**Ion cores set the size of the simple metals, and d bonding sets that of the transition metals**

In one and the same hexagonal packing, an atom of Cs takes nearly nine times the volume of an atom of Tc. Most of these elements take another structure in nature; the shared packing serves to compare them. Among the simple metals, whose outer electrons are mainly s and p electrons, the volume follows the size of the ion left behind when those electrons are removed. Between ions of like size, the number of electrons removed matters much less. Most of the transition metals are small because their d electrons bind as well and their orbitals become more compact along the period. La, at the start of its series, is still large, and Pd, whose antibonding d states are nearly full, is slightly larger than Tc.

Ansatz 0.2.0, plane-wave PAW, HSE06, scalar-relativistic, without spin polarization: elements M in the hcp structure type (space group 194), cells relaxed. The cutoff is 420 eV (600 eV for Tc), the k mesh 6×6×4, 8×8×4 or 8×8×6, and the Gaussian smearing 0.05 eV. Loewdin populations are projected on the free atom's shells; positive pressure means compression.

```csv
element,Z,group (f elements as 3),period,volume (Å³/atom),a (Å),c/a,shortest distance from M (Å),Loewdin d electrons on M (e),pressure left (GPa)
Li,3,1,2,20.76,3.098,1.613,3.073,0.00,-0.02
Na,11,1,3,37.64,3.810,1.571,3.715,0.00,0.00
Mg,12,2,3,22.89,3.181,1.642,3.181,0.00,-0.01
Al,13,13,3,16.43,2.874,1.599,2.834,0.00,-0.05
Ga,31,13,4,18.73,2.884,1.803,2.884,9.99,0.00
Sr,38,2,5,57.62,4.285,1.691,4.285,0.00,0.00
Nb,41,5,5,18.47,2.851,1.840,2.851,4.29,0.02
Mo,42,6,5,15.74,2.708,1.831,2.708,5.25,-0.02
Tc,43,7,5,13.90,2.715,1.604,2.683,6.10,-0.02
Pd,46,10,5,15.04,2.729,1.708,2.729,9.49,0.01
Cs,55,1,6,122.8,5.578,1.633,5.578,0.00,0.00
La,57,3,6,39.32,3.827,1.620,3.807,2.35,0.00
Ta,73,5,6,18.47,2.879,1.787,2.879,4.08,0.06
W,74,6,6,16.25,2.745,1.814,2.745,4.99,-0.02
Ir,77,9,6,14.05,2.726,1.602,2.692,7.86,-0.01
Hg,80,12,6,31.01,3.541,1.612,3.511,9.99,0.01
Tl,81,13,6,30.72,3.384,1.830,3.384,9.97,0.00
Pb,82,14,6,31.12,3.588,1.556,3.476,9.99,-0.01
```

**Many electrons, nearly the same size**

Li, Mg and Pb make the point best. Their ions have nearly the same radius, roughly 0.7 to 0.8 Å, but they give one, two and four electrons to the metal. If each electron claimed its own share of space, Pb would need four times the volume of Li. It takes only 1.5 times as much, so its electron gas is 2.7 times as dense.

The reason is a balance between two effects of valence. More electrons need more room, but the ion they leave behind has a higher charge and pulls the gas together. In the radius of the atom the two nearly cancel. What remains is the ion core, from which the outer electrons are kept out because its inner shells are already occupied. Na, Mg and Al show the core at work. All three ions keep the same number of inner electrons, but the rising nuclear charge draws these in, and the atomic volume more than halves.

**A hydrogen atom with a core**

The hydrogen atom shows the same balance in its simplest form. Squeezing its electron costs kinetic energy, moving it outwards costs attraction, and the best compromise fixes the size. A simple metal adds two things: an excluded core, and a gas shared by all atoms. The comparison holds for the competition between the energies, but not for directed bonds or d electrons.

Let $r_s$ be the radius of the sphere that holds one outer electron, $r_c$ the core radius, both in bohr, and $Z_v$ the number of outer electrons per atom. For a uniform gas around ions with empty cores, the energy per electron in rydberg is

$$E=\frac{2.21}{r_s^2}-\frac{0.916+1.79\,Z_v^{2/3}}{r_s}+\frac{3r_c^2}{r_s^3}.$$

The first term is kinetic energy. The second holds exchange and the net electrostatic attraction, and the third is the attraction lost inside the core. Setting the derivative to zero gives

$$(0.916+1.79\,Z_v^{2/3})\,r_s^2-4.42\,r_s-9r_c^2=0.$$

The atomic radius, that of a sphere with the volume of one atom, is then $R=Z_v^{1/3}r_s$. For a large core, $r_s$ falls roughly as $Z_v^{-1/3}$, so the valence almost drops out of $R$.

**Sodium worked through**

Sodium has $Z_v=1$ and an ionic radius of about 1.0 Å, which is 1.89 bohr. The equation becomes $2.71\,r_s^2-4.42\,r_s-32.1=0$, and its positive solution is 4.36 bohr, or 2.31 Å. The computed volume corresponds to 2.08 Å, so the estimate is 11 % too large. The computed radius played no part in the estimate.

The same equation shows how much the core matters. Without it, the solution would be $4.42/2.71=1.6$ bohr, less than half the computed atomic radius. Sodium is therefore large mainly because its outer electron is kept out of the core, and Cs is larger still because its core is.

**How far the picture carries**

The model was applied to nine simple metals: Li, Na, Mg, Al, Ga, Sr, Cs, Tl and Pb. With rough ionic radii and no adjustable constant, its typical error is 10 % of the computed atomic radius. In volume that means about 30 %, enough to tell a large atom from a small one but not to design with. The analysis printed below this page gives the individual rows.

The model exaggerates the effect of the core and does worst for Sr and Cs. A straight line through the same nine rows, with two fitted constants, misses by only 3 % and rises less steeply with ionic radius. One likely reason is that an ionic radius measures how closely ions approach each other in a salt. It need not equal the radius inside which the outer electrons feel no attraction. Adding the correlation energy of the gas reduces the error only a little, to 8 %.

The picture of s and p electrons is itself rough for the heavier rows. In Tl and Pb the two 6s electrons lie low in energy, so they behave less like a free gas than the model assumes. A d population of 0.00 in the table means only that no d shell was projected. Sr and Cs have empty d levels at low energy, so some d character is possible there.

**Why the transition metals shrink and then stop**

In a transition metal the d electrons form a band of their own. Its lower half binds the atoms, and its upper half pushes them apart. For a band of given width whose states are spread evenly in energy, the bond energy is proportional to $n(10-n)$, where $n$ is the number of d electrons. This product is greatest at half filling.

From Nb to Tc the volume falls by 25 %, but $n(10-n)$, taken from the computed d populations, stays within about 5 % over the three metals. Band filling alone therefore does not account for the fall. The standard explanation adds the growing nuclear charge, which draws the orbitals inwards and lets the atoms come closer. This also fits Ir, which is smaller than W although its d band is well past half full. La shows the other side: its $n(10-n)$ is slightly above that of Ir, yet its atom takes 2.8 times the volume. At the start of the series the d orbitals are still wide and the ion core is large, so a similar filling does not bring a similar size.

By Pd the balance has tipped. Its d band is almost full, and $n(10-n)$ has dropped to a fifth of its value at Tc. The volume is 8 % larger than that of Tc, despite the higher nuclear charge. This is what filling antibonding states should do. The rise is probably small because the d orbitals are compact and the s electrons still bind. The row describes Pd without magnetism, which was excluded by the calculation and is also absent in the real metal. HSE06 tends to favour a spurious moment in Pd, so this need not be the functional's own lowest state.

**Two periods, one size**

Nb and Ta lie in the same group, one period apart, and have the same volume, 18.47 Å³, within the accuracy of the relaxation. W is only 3 % larger than Mo. A further shell of electrons would normally make an atom larger.

The established reason is the lanthanide contraction. Between La and Ta the 4f shell is filled, and its electrons shield the nuclear charge poorly, so the outer electrons of Ta are held more tightly. Relativity adds to this by contracting the outer s shell. The filled 3d shell acts on Ga much as the 4f shell does on Ta: Ga has one shell more than Al, yet its volume is only 14 % larger. La, which comes before that filling, takes 2.1 times the volume of Ta. Most of this step is ordinary, since Ta also has more electrons available for bonding. From Y to Nb, where no f shell is filled, the real metals shrink by nearly as much.

**Mercury has a gap only on the mesh**

On its coarse 6×6×4 mesh of k points, the calculation gives Hg a gap of 0.44 eV between filled and empty states. Along the band path, which also passes between the mesh points, the bands close this gap. The run therefore does not make Hg a non-metal, and real mercury conducts. The neglect of spin-orbit coupling, which shifts the 6p states, adds to the uncertainty about how far the bands overlap. The volume is 31.0 Å³ per atom, against roughly 23 Å³ in reality. Such wide spacing itself reduces the overlap, because the s and p bands become narrower and draw apart. The large volume suggests atoms with a nearly closed outer shell that are bound too weakly. The functional leaves out the dispersion attraction between such atoms, which is a likely cause of the excess volume. This was not tested here, nor was it checked whether the relaxation of so weakly bound a solid had finished.

The electron-gas model does poorly for Hg. It gives a radius 22 % above the computed one, which is itself too large. A free gas is probably a poor starting point for atoms whose outer s shell stays nearly full. Hg was kept out of the error quoted for the simple metals because of its gap on the mesh. Since the band path closes that gap, this is a weak reason; with Hg included, the typical error would be 12 % instead of 10 %.

**Do not read the size from one edge**

The edge $a$ is the distance between neighbours within a layer, and $c$ is the height of two layers. The volume per atom is $V=\tfrac{\sqrt3}{4}\,a^3\,(c/a)$, so a short edge can belong to a large atom if the layers lie far apart. Mo has a slightly shorter edge than Tc, yet its volume is 13 % larger, because its $c/a$ is 1.831 instead of 1.604. Even the shortest distance changes its meaning: in Mo it lies within a layer, in Tc between layers.

In every row the mesh is coarse for a metal and the stress only loosely converged. How far this shifts the volumes was not tested, so a difference of a few percent, as between Mo and W, is not secure. The shapes call for still more caution. Ga, Nb, Mo, Ta, W and Tl have $c/a$ near 1.8. All six were computed with only four mesh points along the axis, but so were Li, Mg and La, whose ratios are ordinary. The number of mesh points alone therefore does not explain the long cells. For Tl, the real metal has a ratio of about 1.6. The coarse mesh, the neglect of spin-orbit coupling and a second energy minimum at a longer cell are all possible causes, and these runs do not separate them. Small differences in $c/a$ should therefore not be used to compare elements.

**Placing another element**

For a simple metal, start with the radius of its ion and treat the number of outer electrons as a correction. For a transition metal, ask how full the d band is and how far the nuclear charge has already drawn the orbitals in. The smallest volumes then lie beyond half filling, where the orbitals are compact and the bonding is still strong. If a nearly closed outer shell binds only weakly, as in Hg, expect the simple-metal estimate to be poor, and do not judge from a coarse mesh alone whether the element is a metal.

Numerical output:

```
Atomic radius and model (0 means not treated):
  row  radius in angstrom  model radius in angstrom  model error in percent  error with correlation in percent  n_d(10-n_d)
   Li               1.705                     1.884                    10.5                              7.679            0
   Na               2.079                     2.306                   10.94                              7.669            0
   Mg               1.761                      1.85                   5.022                              3.526            0
   Al               1.577                     1.508                  -4.404                             -5.226            0
   Ga               1.647                     1.661                  0.8206                            -0.1061       0.0999
   Sr               2.396                     2.765                   15.39                              13.15            0
   Nb                1.64                         0                       0                                  0         24.5
   Mo               1.555                         0                       0                                  0        24.94
   Tc               1.492                         0                       0                                  0        23.79
   Pd               1.531                         0                       0                                  0         4.84
   Cs               3.083                     3.562                   15.54                              10.76            0
   La               2.109                         0                       0                                  0        17.98
   Ta                1.64                         0                       0                                  0        24.15
    W               1.571                         0                       0                                  0           25
   Ir               1.497                         0                       0                                  0        16.82
   Hg               1.949                     2.381                   22.17                              20.07       0.0999
   Tl               1.943                     2.188                   12.62                              11.34       0.2991
   Pb               1.951                     1.973                   1.111                             0.2999       0.0999
Model without correlation, rms error over nine simple metals in percent: 10.08
Model with correlation, rms error over nine simple metals in percent: 7.993
Fitted straight line in ionic radius, rms error in percent: 3.29
Slope of atomic radius against ionic radius, computed: 1.316
Slope of atomic radius against ionic radius, model without correlation: 1.783
Smallest ratio of atomic to ionic radius, simple metals: 1.814
Largest ratio of atomic to ionic radius, simple metals: 2.92
Atomic radius of Pb over that of Li: 1.144
Valence electron density of Pb over that of Li: 2.668
Volume of Cs over that of Tc: 8.835
Volume change from Nb to Tc in percent: -24.74
Volume of Pd against Tc in percent: 8.201
Volume of Mo against Tc in percent: 13.24
Edge a of Mo against Tc in percent: -0.2578
Ratio c/a of Mo against Tc in percent: 14.15
Volume of W against Mo in percent: 3.24
Volume of La over that of Ta: 2.129
```
